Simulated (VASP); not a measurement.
Something may be wrong with this VASP 6.6.1 calculation of Hf.

Contents of INCAR:

```
  PREC = Accurate
  ENCUT = 500
  EDIFF = 1E-6
  ISMEAR = 1
  SIGMA = 0.1
  LREAL = False
  LASPH = True
  NELM = 100
  ALGO = Normal
  ISIF = 2
  LWAVE = False
  LCHARG = False
  LNONCOLLINEAR = True
  MAGMOM = 0 0 0 0 0 0
  LORBIT = 11
  LSORBIT = True
  GGA_COMPAT = False
  LMAXMIX = 4
  GGA = PS
  IVDW = 13
  IBRION = 2
  NSW = 30
  EDIFFG = -0.005
  NELECT = 14.0
```

KPOINTS

```
regular mesh
0
Gamma
  7 7 4
```

File POSCAR:

```
Hf
1.0
    3.4435406868      0.0000000000      0.0000000000
   -1.7217703434      2.9821937138      0.0000000000
    0.0000000000      0.0000000000      5.4483498876
Hf
2
Cartesian
    1.7217703436      0.9940645712      4.0862624157
   -0.0000000002      1.9881291426      1.3620874719
```

Potentials or basis: VASP PAW PBE potentials, release 64 (Hf).

Run with:

```console
$ cat potpaw_PBE.64/Hf/POTCAR > POTCAR
$ mpirun -np 1 vasp_ncl > vasp.out
```

OUTCAR:

```text
PREC = Accurate
   ENCUT = 500
   EDIFF = 1E-6
   ISMEAR = 1
   LREAL = False
   LASPH = True
   NELM = 100
   ISIF = 2
   LNONCOLLINEAR = True
   LORBIT = 11
   LSORBIT = True
   GGA = PS
   IVDW = 13
   IBRION = 2
   NSW = 30
   EDIFFG = -0.005
   NELECT = 14.0

 ion  position               nearest neighbor table
   1  0.667  0.333  0.750-   2 3.37   2 3.37   2 3.37   2 3.37   2 3.37   2 3.37
   2  0.333  0.667  0.250-   1 3.37   1 3.37   1 3.37   1 3.37   1 3.37   1 3.37

  LATTYP: Found a hexagonal cell.
[... 288 lines left out ...]
    -0.0152334    -0.0035810     0.0000000    -0.0035810     0.0000000
 l=   3
     0.0000000     0.0000000     0.0000000     0.0000000     0.0000000     0.0000000     0.0000000
     0.0000000     0.0000000     0.0000000     0.0000000     0.0000000     0.0000000     0.0000000
     0.0000000     0.0000000     0.0000000     0.0000000     0.0000000     0.0000000     0.0000000
     0.0000000     0.0000000     0.0000000     0.0000000     0.0000000     0.0000000     0.0000000
     0.0000000     0.0000000     0.0000000     0.0000000     0.0000000     0.0000000     0.0000000
     0.0000000     0.0000000     0.0000000     0.0000000     0.0000000     0.0000000     0.0000000
     0.0000000     0.0000000     0.0000000     0.0000000     0.0000000     0.0000000     0.0000000

 total charge

# of ion       s       p       d       tot
------------------------------------------
    1        0.576   0.651   3.436   4.663
    2        0.576   0.651   3.436   4.663
--------------------------------------------------
tot          1.152   1.302   6.872   9.326

 magnetization (x)

# of ion       s       p       d       tot
------------------------------------------
    1        0.000  -0.000   0.000  -0.000
    2        0.000   0.000   0.000   0.000
--------------------------------------------------
tot          0.000   0.000   0.000   0.000

 magnetization (y)

# of ion       s       p       d       tot
------------------------------------------
    1        0.000   0.000   0.000   0.000
    2        0.000   0.000   0.000   0.000
--------------------------------------------------
tot          0.000   0.000   0.000   0.000

 magnetization (z)

# of ion       s       p       d       tot
------------------------------------------
    1        0.000   0.000   0.000   0.000
    2        0.000   0.000   0.000   0.000
--------------------------------------------------
tot          0.000   0.000   0.000   0.000
```

On the terminal:

```text
POSCAR found type information on POSCAR Hf
[... 22 lines left out ...]
 search vector abs. value=  0.100E-09
 reached required accuracy - stopping structural energy minimisation
```

Diagnose the run.

The calculation finished and met its thresholds. The input holds a flaw that was put in on purpose: wrong number of electrons (NELECT = 14). The program doesn't stop on it, so the numbers can't be trusted though the run ends normally.
